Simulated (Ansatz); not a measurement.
# CaZr3: the cost of one run

Program: Ansatz 0.2.0. Level of theory: DFT PBE, scalar-relativistic, plane waves, PAW. These are calculated values, not measurements.

## 1. The starting structure

The structure is cubic, space group Pm-3n (No. 223). The conventional cell has a = 5.423 Å, b = 5.423 Å, c = 5.423 Å, α = 90.00°, β = 90.00°, γ = 90.00°. Ca (site symmetry m-3) has 12 Zr at 3.03 Å as nearest neighbours. Zr (site symmetry -4m2) is surrounded by 2 Zr at 2.71 Å and 4 Ca at 3.03 Å.

Structure file:

```cif
data_structure
_symmetry_space_group_name_H-M 'Pm-3n'
_symmetry_Int_Tables_number 223
_cell_length_a 5.4231
_cell_length_b 5.4231
_cell_length_c 5.4231
_cell_angle_alpha 90.000
_cell_angle_beta 90.000
_cell_angle_gamma 90.000
_cell_volume 159.50
loop_
_atom_site_label
_atom_site_type_symbol
_atom_site_symmetry_multiplicity
_atom_site_Wyckoff_symbol
_atom_site_fract_x
_atom_site_fract_y
_atom_site_fract_z
_atom_site_occupancy
Ca1 Ca 2 a 0.00000 0.00000 0.00000 1
Zr1 Zr 6 c 0.00000 0.50000 0.25000 1
```

This is candidate A: A15 type (Pm-3n, No. 223).

(A quick probe on a coarse mesh, which set the mesh and smearing, is not shown.)

## 3. A loose first relaxation (candidate A)

input.yaml

```yaml
crystal:
  lattice:
    - [5.4231491733, 0.0, 0.0]
    - [0.0, 5.4231491733, 0.0]
    - [0.0, 0.0, 5.4231491733]
  atoms:
    - { symbol: Ca, position: [0.0, 0.0, 0.0] }
    - { symbol: Ca, position: [0.5, 0.5, 0.5] }
    - { symbol: Zr, position: [0.0, 0.5, 0.25] }
    - { symbol: Zr, position: [0.0, 0.5, 0.75] }
    - { symbol: Zr, position: [0.25, 0.0, 0.5] }
    - { symbol: Zr, position: [0.75, 0.0, 0.5] }
    - { symbol: Zr, position: [0.5, 0.75, 0.0] }
    - { symbol: Zr, position: [0.5, 0.25, 0.0] }
basis:
  ecutwfc: 420
kpoints:
  mp_grid: { grid: [4, 4, 4] }
hamiltonian:
  xc: pbe
scf:
  occupations: { method: gaussian, width: 0.1 }
  lower_state_search: "off"
output:
  forces: true
  stress: true
  eigenvalues: true
relax:
  adjacent_minimum: "off"
  f_tol: 0.04
  max_steps: 70
  cell: { stress_tol: 0.4 }
```

Run with:

```
$ ansatz run input.yaml --threads 1 --pin off --max-ram 2560MiB --backend cpu --events-out ev --progress --plain --runs-dir out
```

**Question.** How long does this run take on 1 thread of Intel Xeon 6975P-C (Granite Rapids), shared host, and how much memory does it need?

About 20 s, with a peak of 0.5 GiB.
